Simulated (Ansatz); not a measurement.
Predict the output of the script below (the Python package of Ansatz (0.2.0)).

`eps.py`
```python
# -*- coding: utf-8 -*-
import ansatz as az
import numpy as np


def main():
    lattice = az.Lattice.of(
        (3.355, 0.0, 0.0),
        (0.0, 5.6741, 0.0),
        (0.0, 0.0, 4.22197),
    )
    sites = [
        ("Sn", (0.0, 0.23191, 0.51314)),
        ("Sn", (0.5, 0.76809, 0.01314)),
        ("O", (0.0, 0.89125, 0.73686)),
        ("O", (0.5, 0.10875, 0.23686)),
    ]
    system = az.Crystal(lattice=lattice)
    for symbol, position in sites:
        system = system.atom(symbol, position)

    setup = (
        system.calculation()
        .functional("lda")
        .basis(21 * az.Ha)
        .kpoints(5, 3, 4)
        .occupations("fixed")
        .dielectric()
    )
    outcome = setup.run()
    response = outcome.dielectric
    eps = np.asarray(response.eps_inf)

    print("eps_inf")
    print(np.round(eps, 3) + 0.0)
    for site, z in zip(outcome.lattice.sites, response.zstar_e):
        print(f"{site.symbol:2s} Z* trace/3 = {np.trace(z) / 3:+.3f} e")
    print(f"charge neutrality missed by {response.zstar_sum_residual_pre_e:.4f} e before the sum rule")


if __name__ == "__main__":
    main()
```

```console
$ python eps.py
eps_inf
[[7.769 0.    0.   ]
 [0.    6.53  0.   ]
 [0.    0.    5.886]]
Sn Z* trace/3 = +2.583 e
Sn Z* trace/3 = +2.583 e
O  Z* trace/3 = -2.583 e
O  Z* trace/3 = -2.583 e
charge neutrality missed by 0.0035 e before the sum rule
```

Notes:
- The Fermi level of a run with fixed occupations marks the highest occupied state on its mesh, not mid-gap.
- Averages over directions belong to no single polarisation, least of all in layered crystals.
- Pressure is positive in compression.
- This cell is a computed structure, which may not be the phase found in nature.
- This is the electronic (clamped-ion) response; a semilocal gap that is too small tends to raise it. The typed mesh is that of the SCF; the response is solved on denser meshes that the run picks.
- Run time: 110 s on 1 thread of Arm Neoverse V2, with other jobs on the host, peak memory 0.9 GiB.

(A comment or docstring line of the script was reworded after the run, the code is as it ran; lines on the test bed's own set-up are left out of the output.)
